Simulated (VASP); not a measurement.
Here is a VASP 6.6.1 calculation.

Contents of run.py:

```python
from ase.calculators.vasp import Vasp
from ase.dft.bandgap import bandgap
from ase.io import read

atoms = read('Mn.xyz')
atoms.set_initial_magnetic_moments([4.0])
calc = Vasp(
    directory='calc',
    xc='pbesol',
    pp='PBE',
    setups='recommended',
    pp_version='54',
    prec='Accurate',
    encut=520,
    ediff=1e-06,
    ismear=0,
    sigma=0.02,
    lreal=False,
    lasph=True,
    nelm=100,
    algo='Normal',
    isif=2,
    lwave=False,
    lcharg=False,
    ispin=2,
    lorbit=11,
    lmaxmix=4,
    kpts=[12, 12, 12],
    gamma=True,
    nbands=16,
)
atoms.calc = calc

print('energy (eV):', atoms.get_potential_energy())
print('free energy (eV):', atoms.get_potential_energy(force_consistent=True))
print('forces (eV/A):')
print(atoms.get_forces())
print('stress (eV/A^3, Voigt):', atoms.get_stress())
print('Fermi level (eV):', calc.get_fermi_level())
print('moment (muB):', atoms.get_magnetic_moment())
print('site moments (muB):', atoms.get_magnetic_moments())
gap, top, bottom = bandgap(calc)
print('band gap (eV):', gap, 'from (spin, k, band)', top, 'to', bottom)
```

The input Mn.xyz:

```xyz
1
Lattice="-1.5405000000 1.5405000000 1.5405000000 1.5405000000 -1.5405000000 1.5405000000 1.5405000000 1.5405000000 -1.5405000000" Properties=species:S:1:pos:R:3 pbc="T T T"
Mn     0.0000000000      0.0000000000      0.0000000000
```

Potentials or basis: VASP PAW PBE potentials, release 54 (Mn_pv).

Run with:

```console
$ python run.py
```

Question: What does it give for the pressure?

Answer: -16.0 GPa.

Question: Predict the net moment.

Answer: 3.07 μB per cell.

Question: Predict the site moments.

Answer: Mn +2.97 μB.

Question: Predict the band gap on the k mesh.

Answer: None (metal or under the smearing width).

Caveat: so large a pressure means that the cell lies far from this level's equilibrium, or that cutoff or potentials fall short; the potentials were made for another functional, which shifts forces and pressure.
